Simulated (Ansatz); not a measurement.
Theory: DFT PBE, scalar-relativistic, plane waves, PAW in Ansatz. All cells share a 420 eV cutoff and Γ-centred k meshes spaced at most about 0.3 Å⁻¹ (about 0.25 or finer for metals, 2π included). No spin polarisation.

Each guess is relaxed in cell and atoms at zero pressure, on a coarse mesh first where it starts far from rest and then on a converged one. The steps can't lower the symmetry of the start, but it can rise. Energies are static (0 K, no zero-point motion).

Two unrelaxed guesses for Ti5C:

Guess 1.

```cif
data_structure
_symmetry_space_group_name_H-M 'P-62m'
_symmetry_Int_Tables_number 189
_cell_length_a 5.0693
_cell_length_b 5.0693
_cell_length_c 4.5583
_cell_angle_alpha 90.000
_cell_angle_beta 90.000
_cell_angle_gamma 120.000
_cell_volume 101.45
loop_
_atom_site_label
_atom_site_type_symbol
_atom_site_symmetry_multiplicity
_atom_site_Wyckoff_symbol
_atom_site_fract_x
_atom_site_fract_y
_atom_site_fract_z
_atom_site_occupancy
Ti1 Ti 3 f 0.00000 0.33453 0.00000 1
Ti2 Ti 2 d 0.66667 0.33333 0.50000 1
C1 C 1 b 0.00000 0.00000 0.50000 1
```

Guess 2.

```cif
data_structure
_symmetry_space_group_name_H-M 'F-43m'
_symmetry_Int_Tables_number 216
_cell_length_a 7.0173
_cell_length_b 7.0173
_cell_length_c 7.0173
_cell_angle_alpha 90.000
_cell_angle_beta 90.000
_cell_angle_gamma 90.000
_cell_volume 345.56
loop_
_atom_site_label
_atom_site_type_symbol
_atom_site_symmetry_multiplicity
_atom_site_Wyckoff_symbol
_atom_site_fract_x
_atom_site_fract_y
_atom_site_fract_z
_atom_site_occupancy
Ti1 Ti 16 e 0.37601 0.37601 0.12399 1
Ti2 Ti 4 d 0.25000 0.25000 0.75000 1
C1 C 4 b 0.50000 0.00000 0.00000 1
```

Question: Which guess leads to the lower structure, and by how much?

Answer: Guess 1 ends lower, by 0.81 eV/atom. Guess 1: P-62m at 16.9 Å³/atom → P-62m at 15.0 Å³/atom; Guess 2: F-43m at 14.4 Å³/atom → F-43m at 16.0 Å³/atom. Counting Ti atoms around C (those within 1.25 times the shortest such distance or 1.15 times the sum of covalent radii, 1.27 where that leaves under three; the shortest distance is added where it exceeds 1.18 times the sum of covalent radii), the end of guess 1 has C 6 and the end of guess 2 has C 16 from 3.0 Å. End of guess 1. Conventional cell: a = 5.423 Å, c = 3.534 Å. Around Ti on a site of symmetry m2m lie 2 C at 2.32 Å, 6 Ti at 2.60–2.65 Å and 6 Ti at 3.43–3.53 Å; Ti on a site of symmetry -6 is surrounded by 6 Ti at 2.65 Å, 3 Ti at 3.13 Å and 3 C at 3.13 Å; around C lie 6 Ti at 2.32 Å. End of guess 2. Conventional cell: a = 7.262 Å. Ti on a site of symmetry 3m has 6 Ti at 2.52–2.62 Å, 3 Ti at 3.01 Å and 3 C at 3.02 Å; around Ti on a site of symmetry -43m lie 12 Ti at 3.01 Å and 4 C at 3.14 Å; C is surrounded by 16 Ti at 3.02–3.14 Å.

Ends held by symmetry can be saddle points. Even the lowest of the cells shown lies +0.31 eV/atom against the elements. Some structure types and database cells were kept out of the candidates from the start, so a known form may be missing.
